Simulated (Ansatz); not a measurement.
C: stiffness from a series of strains

```
CELL_PARAMETERS angstrom
1.23000 0.71014 11.15000
-1.23000 0.71014 11.15000
0.00000 -1.42028 11.15000
ATOMIC_POSITIONS crystal
C 0.05000 0.05000 0.05000
C 0.95000 0.95000 0.95000
C 0.28300 0.28300 0.28300
C 0.71700 0.71700 0.71700
```

Atoms are numbered in the order listed.

The cell is COD entry 1000065, as deposited and not checked against the literature; nothing was relaxed.

Level of theory: DFT, PBE, all-electron LAPW, scalar-relativistic in Ansatz 0.2.0.

Sampling and basis: a Γ-centred 15×15×15 k mesh, Fermi–Dirac smearing of 0.08 eV, basis error target 1 meV/atom, no spin polarisation.

The strain is applied along the Cartesian axes of the cell as listed (the other components stay zero). Fractional coordinates are held (clamped ions).

σ is the change of stress from the unstrained cell, which is at 1.55 GPa; tension is positive, so slopes are stress–strain coefficients at that pressure. In a metal the k mesh adds noise.

Only quantities that a quadratic follows smoothly over the whole series are listed; rougher ones are left out.

| εzz | σzz (GPa) | σxx (GPa) |
| --- | --- | --- |
| -0.0300 | -0.43 | -0.02 |
| -0.0200 | -0.27 | -0.01 |
| -0.0100 | -0.13 | -0.01 |
| 0.0000 | 0.00 | 0.00 |
| 0.0100 | 0.12 | 0.01 |
| 0.0300 | 0.31 | 0.02 |

Fit the series and read off the stiffness at zero strain.

Least-squares fits y = p0 + p1 x + p2 x² to the rows give σzz (GPa): p1 = 12.3, p2 = -68; σxx (GPa): p1 = 0.671, p2 = -5.4e-15. So C33 = 12 GPa and C13 = 1 GPa, for these axes.

One run, at εzz = 0.0200, is withheld. Predict its row.

The fits give 0.22, 0.01; the run gave 0.22, 0.02.
